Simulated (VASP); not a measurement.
# Te2Mo (P6_3/mmc) in VASP: further runs

One crystal, Te2Mo, is run at these levels: PBE+D3(BJ), r2SCAN+D3(BJ); tasks: single point, relaxation of cell and atoms.

Everything below comes from runs of VASP 6.6.1. Logs are shortened: lines on timing, memory, paths and dates and some standing lists are left out, and cuts for length are marked.

**The experiment to reproduce.**

“Broadband infrared study of pressure-tunable Fano resonance and metallization transition in 2H-MoTe2”, 2022, pmc:9569381 quotes, for a bulk crystal of Te2Mo at 300 K: band gap 0.88 ± 0.05 eV (indirect).

The runs below are set against these values where they give the same quantity.

### Step 1. The crystal as given

The structure is hexagonal, space group P6_3/mmc (No. 194). Conventional cell: a = 3.496 Å, b = 3.496 Å, c = 13.686 Å, α = 90.00°, β = 90.00°, γ = 120.00°. Te (site symmetry 3m) is surrounded by 3 Mo at 2.72 Å. Mo (site symmetry -6m2) has 6 Te at 2.72 Å as nearest neighbours.

### Step 2. Single point, PBE+D3(BJ)

The input, INCAR:

```
PREC = Accurate ; ENCUT = 520
EDIFF = 1E-7 ; ISMEAR = 0
SIGMA = 0.05 ; LREAL = False
LASPH = True ; NELM = 100
ALGO = Normal ; ISIF = 2
LWAVE = False ; LCHARG = False
GGA = PE ; IVDW = 12
NBANDS = 35
```

The input, KPOINTS:

```
Automatic mesh
0
Gamma
  6 6 2
```

The input, POSCAR:

```
Te2Mo
1.0
    3.4958960953      0.0000000000      0.0000000000
   -1.7479480476      3.0275348275      0.0000000000
    0.0000000000      0.0000000000     13.6856818211
Te Mo
4 2
Direct
    0.3333333333      0.6666666667      0.6170855419
    0.6666666667      0.3333333333      0.1170855419
    0.3333333333      0.6666666667      0.8829144581
    0.6666666667      0.3333333333      0.3829144581
    0.3333333333      0.6666666667      0.2500000000
    0.6666666667      0.3333333333      0.7500000000
```

Potentials or basis: VASP PAW PBE potentials, release 64 (Te, Mo_sv).

Run with:

```bash
$ cat potpaw_PBE.64/Te/POTCAR potpaw_PBE.64/Mo_sv/POTCAR > POTCAR
$ mpirun -np 1 vasp_std > vasp.out
```

OUTCAR:

```text
PREC = Accurate
   ENCUT = 520
   EDIFF = 1E-7
   ISMEAR = 0
   LREAL = False
   LASPH = True
   NELM = 100
   ISIF = 2
   GGA = PE
   IVDW = 12
 IVDW          = 12

 ion  position               nearest neighbor table
   1  0.333  0.667  0.617-   6 2.72   6 2.72   6 2.72   3 3.64
   2  0.667  0.333  0.117-   5 2.72   5 2.72   5 2.72   4 3.64
   3  0.333  0.667  0.883-   6 2.72   6 2.72   6 2.72   1 3.64
   4  0.667  0.333  0.383-   5 2.72   5 2.72   5 2.72   2 3.64
   5  0.333  0.667  0.250-   2 2.72   4 2.72   2 2.72   4 2.72   2 2.72   4 2.72
   6  0.667  0.333  0.750-   1 2.72   3 2.72   1 2.72   3 2.72   1 2.72   3 2.72

  LATTYP: Found a hexagonal cell.
 ALAT       =     3.4958960953
 C/A-ratio  =     3.9147850646

  Lattice vectors:

 A1 = (   3.4958960953,   0.0000000000,   0.0000000000)
 A2 = (  -1.7479480476,   3.0275348275,   0.0000000000)
 A3 = (   0.0000000000,   0.0000000000,  13.6856818211)

Analysis of symmetry for initial positions (statically):
=====================================================================
 Subroutine PRICEL returns:
 Original cell was already a primitive cell.

 Routine SETGRP: Setting up the symmetry group for a
 hexagonal supercell.

 Subroutine GETGRP returns: Found 24 space group operations
 (whereof 12 operations were pure point group operations)
 out of a pool of 24 trial point group operations.

The static configuration has the point symmetry D_3d.
 The point group associated with its full space group is D_6h.

Analysis of symmetry for dynamics (positions and initial velocities):
=====================================================================
 Subroutine PRICEL returns:
 Original cell was already a primitive cell.

 Routine SETGRP: Setting up the symmetry group for a
 hexagonal supercell.

 Subroutine GETGRP returns: Found 24 space group operations
 (whereof 12 operations were pure point group operations)
 out of a pool of 24 trial point group operations.

The dynamic configuration has the point symmetry D_3d.
 The point group associated with its full space group is D_6h.

 Subroutine INISYM returns: Found 24 space group operations
 (whereof 12 operations are pure point group operations),
 and found     1 'primitive' translations

----------------------------------------------------------------------------------------

                                     Primitive cell
[... 90 lines left out ...]
   EDIFFG = 0.1E-05   stopping-criterion for IOM
   NSW    =      0    number of steps for IOM
   IBRION =     -1    ionic relax: 0-MD 1-quasi-New 2-CG
   NFREE  =      0    steps in history (QN), initial steepest desc. (CG)
   ISIF   =      2    stress and relaxation
   ISYM   =      2    0-nonsym 1-usesym 2-fastsym
   POTIM  = 0.5000    time-step for ionic-motion
   TEBEG  =    0.0;   TEEND  =   0.0 temperature during run
   PSTRESS=    0.0 pullay stress
   NELECT =      52.0000    total number of electrons
   NUPDOWN=      -1.0000    fix difference up-down
   EMIN   =  10.00;   EMAX   =-10.00  energy-range for DOS
   EFERMI =   0.00;   METHOD = LEGACY
   ISMEAR =     0;   SIGMA  =   0.05  broadening in eV -4-tet -1-fermi 0-gaus
   EFERMI_NEDOS =   21; number of points for ismear=-14 and -15
   IALGO  =     38    algorithm
   IMIX   =      4    mixing-type and parameters
     AMIX     =   0.40;   BMIX     =  1.00
     AMIX_MAG =   1.60;   BMIX_MAG =  1.00
  volume/ion in A,a.u.               =      24.14       162.91
  Fermi-wavevector in a.u.,A,eV,Ry     =   1.163513  2.198721 18.419057  1.353763
  Thomas-Fermi vector in A             =   2.300062
   LORBIT       =      0    0 simple, 1 ext, 2 COOP (PROOUT), +10 PAW based schemes
   GGA     = PE    functional components
   LHFCALC =     F    Hartree Fock is set to
   AEXX    =    0.0000 exact exchange contribution
   IVDW    =    12    specifies the selected vdW correction
   LEPSILON=     F    determine dielectric tensor
   LRPA    =     F    only Hartree local field effects (RPA)
 non-spin polarized calculation
 Gauss-broadening in eV      SIGMA  =   0.05
  energy-cutoff  :      520.00
  volume of cell :      144.85
 maximum number of plane-waves:      3974
 NGX is ok and might be reduce to    28
   NGX = 13   NGY = 13   NGZ = 51

 number of electron      51.9999999 magnetization

 Free energy of the ion-electron system (eV)
  ---------------------------------------------------
  ext. energy  EPLUGINS =         0.00000000
  ---------------------------------------------------
  free energy    TOTEN  =       -35.90283747 eV

  energy without entropy =      -35.90283747  energy(sigma->0) =      -35.90283747

 E-fermi :   8.9551     XC(G=0): -10.6507

 val. band max:        8.6523458245   @ k =   0.0000   0.0000   0.0000
 cond. band min:       9.3569753530   @ k =   0.1667   0.1667   0.0000
 fundamental gap:      0.7046295285
 Fermi energy:         8.9551098144

 k-point     1 :       0.0000    0.0000    0.0000
  band No.  band energies     occupation
      1     -52.2028      2.00000
      2     -52.2028      2.00000
      3     -26.3827      2.00000
      4     -26.3827      2.00000
      5     -26.2364      2.00000
      6     -26.2364      2.00000
[... 521 lines left out ...]
     34      12.2069      0.00000
     35      13.6183      0.00000

------------------------ aborting loop because EDIFF is reached ----------------------------------------

 Edisp (eV)   -3.32846

 E8    (eV) :    -1.5336

  FORCE on cell =-STRESS in cart. coord.  units (eV):
  Direction    XX          YY          ZZ          XY          YZ          ZX
  --------------------------------------------------------------------------------------
  -------------------------------------------------------------------------------------
  Total      -0.02255    -0.02255    -0.09784    -0.00000     0.00000     0.00000
  in kB      -0.24941    -0.24941    -1.08220    -0.00000     0.00000     0.00000
  external pressure =       -0.53 kB  Pullay stress =        0.00 kB

 VOLUME and BASIS-vectors are now :
 -----------------------------------------------------------------------------
  energy-cutoff  :      520.00
  volume of cell :      144.85
      direct lattice vectors                 reciprocal lattice vectors
     3.495896095  0.000000000  0.000000000     0.286049692  0.165150866  0.000000000
    -1.747948048  3.027534827  0.000000000     0.000000000  0.330301733  0.000000000
     0.000000000  0.000000000 13.685681821     0.000000000  0.000000000  0.073069067

 POSITION                                       TOTAL-FORCE (eV/Angst)
 -----------------------------------------------------------------------------------
     -0.00000      2.01836      8.44524        -0.000000      0.000000      0.010567
      1.74795      1.00918      1.60240        -0.000000      0.000000      0.010567
     -0.00000      2.01836     12.08329        -0.000000     -0.000000     -0.010567
      1.74795      1.00918      5.24045        -0.000000     -0.000000     -0.010567
     -0.00000      2.01836      3.42142        -0.000000      0.000000      0.000000
      1.74795      1.00918     10.26426         0.000000      0.000000      0.000000
 -----------------------------------------------------------------------------------
    total drift:                               -0.000000      0.000000     -0.000000

  FREE ENERGIE OF THE ION-ELECTRON SYSTEM (eV)
  ---------------------------------------------------
  free  energy   TOTEN  =       -39.2313006732 eV

  energy  without entropy=      -39.2313006732  energy(sigma->0) =      -39.23130067
```

Wall time 96 s (1 thread of Intel Xeon Platinum 8259CL at 2.50GHz (Skylake/Cascade Lake), shared host); peak memory 0.31 GiB.

Results:

| Property | Result |
| --- | --- |
| Free energy | -39.2313 eV |
| Pressure | -0.1 GPa |
| Largest force | 0.011 eV/Å |
| Band gap on the k mesh | 0.70 eV, indirect (least direct gap 1.02 eV) |
| Dispersion energy per atom | -0.555 eV |

Forces in eV/Å, atoms in the order of the input:
```
Te   0.000  0.000  0.011
Te   0.000  0.000  0.011
Te   0.000  0.000 -0.011
Te   0.000  0.000 -0.011
Mo   0.000  0.000  0.000
Mo   0.000  0.000  0.000
```

Levels at points of the mesh, in eV from the valence-band top:
```csv
k point,band 22,band 23,band 24,band 25,band 26,band 27,band 28,band 29,band 30,band 31
"(0.00, 0.00, 0.00)",-1.06,-1.01,-1.01,-0.16,0.00,2.87,2.87,3.05,3.05,3.06
"(0.50, 0.00, 0.00)",-1.90,-1.11,-1.04,-0.66,-0.26,1.26,1.34,1.40,1.82,2.52
"(0.00, 0.00, 0.50)",-1.04,-1.04,-1.04,-0.04,-0.04,2.91,2.91,2.91,2.91,3.29
"(0.50, 0.00, 0.50)",-2.06,-1.04,-1.04,-0.46,-0.46,1.29,1.29,1.63,1.63,3.00
```

Caveat: spin-orbit coupling is left out, which moves the levels of the heavy elements.

(Part 1 of 2 ends here.)
